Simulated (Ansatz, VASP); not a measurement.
Ti: VASP beside Ansatz

Contents of INCAR:

```
  PREC = Accurate
  ENCUT = 520
  EDIFF = 1E-6
  ISMEAR = -1
  SIGMA = 0.1
  LREAL = False
  LASPH = True
  NELM = 80
  ALGO = Normal
  ISIF = 2
  LWAVE = False
  LCHARG = False
  GGA = B5
  ALDAX = 1.0
  AGGAX = 1.0
  AGGAC = 1.0
  ALDAC = 0.0
  NBANDS = 25
```

KPOINTS

```
regular mesh
0
Gamma
  9 9 12
```

Contents of POSCAR:

```
Ti
1.0
    4.6152560623      0.0000000000      0.0000000000
   -2.3076280312      3.9969289950      0.0000000000
    0.0000000000      0.0000000000      2.8564269713
Ti
3
Direct
    0.0000000000      0.0000000000      0.0000000000
    0.3333333333      0.6666666667      0.5000000000
    0.6666666667      0.3333333333      0.5000000000
```

Input for Ansatz:

```yaml
crystal:
  lattice:
    - [4.6152560623, 0.0, 0.0]
    - [-2.3076280312, 3.996928995, 0.0]
    - [0.0, 0.0, 2.8564269713]
  atoms:
    - { symbol: Ti, position: [0.0, 0.0, 0.0] }
    - { symbol: Ti, position: [0.3333333333, 0.6666666667, 0.5] }
    - { symbol: Ti, position: [0.6666666667, 0.3333333333, 0.5] }
hamiltonian:
  xc: blyp
  pseudopotentials:
    kind: paw
    azcp:
      Ti: "pseudopotentials/Ti.paw.azcp"
basis:
  ecutwfc: 420
  fft_grid_basis: typed
kpoints:
  mp_grid: { grid: [9, 9, 12], shift: [0, 0, 0] }
magnetization:
  spin_polarized: false
scf:
  occupations: { method: fermi_dirac, width: 0.1 }
  lower_state_search: "off"
output:
  stress: true
  write_density: true
  write_potential: true
  elf: true
  volumetric_format: npy
```

Alike in both runs: task single point; functional BLYP; k mesh 9 × 9 × 12; occupations fermi-dirac, width 0.1 eV; no spin polarisation.

|  | VASP | Ansatz |
| --- | --- | --- |
| version | VASP 6.6.1 | Ansatz 0.2.0 |
| potentials or method | VASP PAW PBE potentials, release 64 (Ti_sv) | plane waves (420 eV) with PAW, scalar-relativistic |
| plane-wave cutoff (eV) | 520 | 420 |
| valence electrons in the cell | 36 | 36 |

|  | VASP | Ansatz | Ansatz less VASP |
| --- | --- | --- | --- |
| pressure (GPa) | 0.0 | 0.0 | -0.01 |

The functional is the same, so the differences come from potentials, cutoffs and numerics.

Caveats: the PAW data sets were made with another functional, which shifts forces and pressure a little (VASP).
